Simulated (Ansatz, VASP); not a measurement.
**Zr3H in VASP and in Ansatz**

```
Zr H
1.0
    -2.69107    2.69107    2.69107
     2.69107   -2.69107    2.69107
     2.69107    2.69107   -2.69107
Zr H
3 1
Direct
  0.00000 0.50000 0.50000
  0.50000 0.00000 0.50000
  0.50000 0.50000 0.00000
  0.00000 0.00000 0.00000
```

Alike in both runs: functional PBE; k mesh 12 × 12 × 12; occupations gaussian, width 0.1 eV; no spin polarisation.

Ansatz relaxed the structure, and its values are those at the end. VASP's run is a single point on that final structure, the one shown.

|  | VASP | Ansatz |
| --- | --- | --- |
| version | VASP 6.6.1 | Ansatz 0.2.0 |
| potentials or method | VASP PAW PBE potentials, release 64 (Zr_sv, H) | scalar-relativistic, plane waves, PAW |
| plane-wave cutoff (eV) | 520 | 420 |
| valence electrons in the cell | 37 | 37 |

```tsv
	VASP	Ansatz	Ansatz less VASP
gap on the k mesh at the Fermi level (eV)	none	none	-
pressure (GPa)	0.1	0.0	-0.09
```

A gap of «none» marks a metal or a gap that the smearing closes. With one functional, cell and mesh, what is left measures potentials, basis and numerics.
